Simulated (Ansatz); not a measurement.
Space group P-3m1 (No. 164). a = 3.359 Å, b = 3.359 Å, c = 5.524 Å, α = 90.00°, β = 90.00°, γ = 120.00°
```
atom site symmetry x y z
  Ti    1a      -3m.  0.0000  0.0000  0.0000
   S    2d       3m.  0.3333  0.6667  0.2587
```

Equation of state of this TiS$_{2}$ structure (not necessarily the ground state), with shape and atoms relaxed at each volume where symmetry leaves them free. It has no gap at any of these volumes. All numbers below come from DFT PBE+D3(BJ), scalar-relativistic, plane waves, PAW (Ansatz 0.2.0).

Cutoff 420 eV; k points 12×12×8 on the computed 3-atom cell (Γ-centred); Gaussian smearing, width 0.10 eV; no spin polarisation.

```csv
V (Å³/atom),E − E(largest V) (meV/atom),P (GPa)
15.833,33.40,8.38
16.372,9.91,5.58
16.912,-4.94,3.27
17.452,-12.75,1.42
17.992,-15.05,0.00
18.531,-13.24,-1.01
19.071,-8.79,-1.67
19.791,0.00,-2.25
```

Question: Fit a third-order Birch–Murnaghan equation to E(V).

Answer: V0 = 18.02 Å³/atom, B0 = 38 GPa, B0' = 9.2. B0' is unusual or poorly fixed by this range.